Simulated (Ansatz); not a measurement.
# ZrC (WC-type structure): a workflow

Method: r²SCAN, scalar-relativistic; no spin polarisation; PAW, 500 eV, Γ-centred 12×12×12 mesh, 0.05 eV Gaussian smearing; code Ansatz; PAW files: Ansatz's generated set soft_2.

This is a trial structure; measured cells of the compound in the Crystallography Open Database are in space group Fm-3m (rock salt).

Starting cell:

```
Zr C
1.0
     3.06901    0.00000    0.00000
    -1.53450    2.65784    0.00000
     0.00000    0.00000    2.99520
Zr C
1 1
Direct
  0.00000 0.00000 0.00000
  0.66667 0.33333 0.50000
```

The runs in order:

```
run        level    k-mesh                                   kind  V (Å³/atom)  P (GPa)  E − E(final) (meV/atom)  gap on the mesh (eV)
  1  PBE, 420 eV     8×8×6                 cell and atoms relaxed        13.58      0.0                        –                 metal
  2       r²SCAN  12×12×12  shape and atoms relaxed, volume fixed        13.58      0.2                      0.0                 metal
  3       r²SCAN  12×12×12  shape and atoms relaxed, volume fixed        13.64     -0.6                      0.1                 metal
  4       r²SCAN  12×12×12  shape and atoms relaxed, volume fixed        13.60      0.0                      0.0                 metal
```

Cell and atoms are those of this level's equilibrium.

The final structure (symmetry read at 0.01 Å). It takes space group P-6m2 (No. 187, hexagonal). Conventional cell: a = 3.273 Å, b = 3.273 Å, c = 2.931 Å, α = 90.00°, β = 90.00°, γ = 120.00°. Zr (site symmetry -6m2) has 6 C at 2.39 Å as nearest neighbours. Around C (site symmetry -6m2) lie 6 Zr at 2.39 Å. (Shells end 15 % past the nearest neighbour.)

```
atom  site  symmetry       x       y       z
  Zr    1a      -6m2  0.0000  0.0000  0.0000
   C    1f      -6m2  0.6667  0.3333  0.5000
```

- At the final geometry the gap, band path included, is zero (metallic).
- The equation of state gives B0 = 189 GPa.
- Against the elements' standard states, run alike and uncorrected, the formation energy is -0.25 eV/atom.
- The runs in the table took roughly 2.2 core-minutes.
